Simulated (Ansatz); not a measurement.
A (001) slab of Al$_{3}$Ni$_{2}$ (P-3m1 (No. 164)), 15 planes, outer planes Al (top) and Al (bottom), with 15 atoms (Al9Ni6) in a surface cell of A = 13.878 Å², as cut from the bulk:

```xyz
15
Lattice="4.0031 0.0000 0.0000 -2.0016 3.4668 0.0000 0.0000 0.0000 28.1421" Properties=species:S:1:pos:R:3 pbc="T T T"
Al    0.0000    2.3112    7.5000
Ni    2.0016    1.1556    8.5042
Al    0.0000    0.0000    9.2116
Ni    0.0000    2.3112    9.9190
Al    2.0016    1.1556   10.9232
Al    0.0000    2.3112   12.3595
Ni    2.0016    1.1556   13.3637
Al    0.0000    0.0000   14.0711
Ni    0.0000    2.3112   14.7784
Al    2.0016    1.1556   15.7826
Al    0.0000    2.3112   17.2189
Ni    2.0016    1.1556   18.2231
Al    0.0000    0.0000   18.9305
Ni    0.0000    2.3112   19.6379
Al    2.0016    1.1556   20.6421
```

Theory: DFT PBEsol, scalar-relativistic, plane waves, PAW (Ansatz). Plane waves to 420 eV, a k mesh through Γ of 9×9×1 on the computed 15-atom cell and Gaussian smearing (0.10 eV); no spin polarisation.

Against the same 15 atoms in the bulk, the slab as cut lies 3.305 eV higher and the relaxed slab 3.242 eV higher. Bulk and slab both ran without spin polarisation, so these energies, and the surface energy and work of the cut from them, are those of a non-magnetic state, though Ni often carries moments.

Q: Work out the surface energy before and after relaxation.

A: The slab has two faces, so γ = (E_slab − N·E_bulk)/(2A), the mean of both. As cut: 3.305/(2 × 13.878) = 0.1191 eV/Å², and 1 eV/Å² = 16.02 J/m², so γ = 1.91 J/m². Relaxed: 3.242/(2 × 13.878) = 0.1168 eV/Å² = 1.87 J/m². Relaxation recovers 1.9 % of the cost of cutting.

Q: What is the ideal work of this cut, per area?

A: Griffith's ideal work is 2γ: 3.82 J/m² if the new faces stay rigid, 3.74 J/m² if they relax. Other cuts parallel to this plane can cost less. One thickness was run, 15 planes, so γ can still shift with it.

The slab was run without spin polarisation; whether its Ni atoms carry moments at the surface wasn't tested.